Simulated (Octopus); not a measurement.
LiCl under changes of volume

One of the cells (16.871 Å³/atom); the others are scaled copies at fixed shape and fractional positions:

```
Cl Li
1.0
     0.00000    2.56477    2.56477
     2.56477    0.00000    2.56477
     2.56477    2.56477    0.00000
Cl Li
1 1
Direct
  0.50000 0.50000 0.50000
  0.00000 0.00000 0.00000
```

```yaml
Program: Octopus 16.4
Functional: PBEsol
Potentials_or_basis: pseudodojo_pbesol (PseudoDojo 0.4, PBEsol)
Grid_spacing: 0.140 Å
k_mesh: 9 × 9 × 9
Occupations: fermi-dirac, width 0.05 eV
Spin: no spin polarisation
```

```tsv
volume (Å³/atom)	energy over the lowest point (meV/atom)	gap on the mesh (eV)
15.859	0.88	6.49
16.196	0.00	6.36
16.534	?	?
16.871	2.90	6.13
17.209	6.08	6.02
17.546	10.57	5.91
17.883	16.32	5.81
```

Task: What does the run at 16.534 Å³/atom give?

Result: Energy over the lowest point 0.96 meV/atom; gap on the mesh 6.24 eV.

Worked out: A Birch-Murnaghan fit of order 3 (a polynomial in V^(-2/3)) to the other rows has its minimum at 16.20 Å³/atom with B0 = V·E''(V) = 33 GPa (rough, since the energies scatter). It gives 0.75 meV/atom at 16.534 Å³/atom, against the run's 0.96. A straight line through the other rows of the gap, of slope -5.65 eV per unit of ln V (its deformation potential), gives 6.25 eV, against the run's 6.24.

Energies are extrapolated to zero smearing.

Caveats: an odd mesh through Γ misses points on the zone boundary, where band edges often lie.
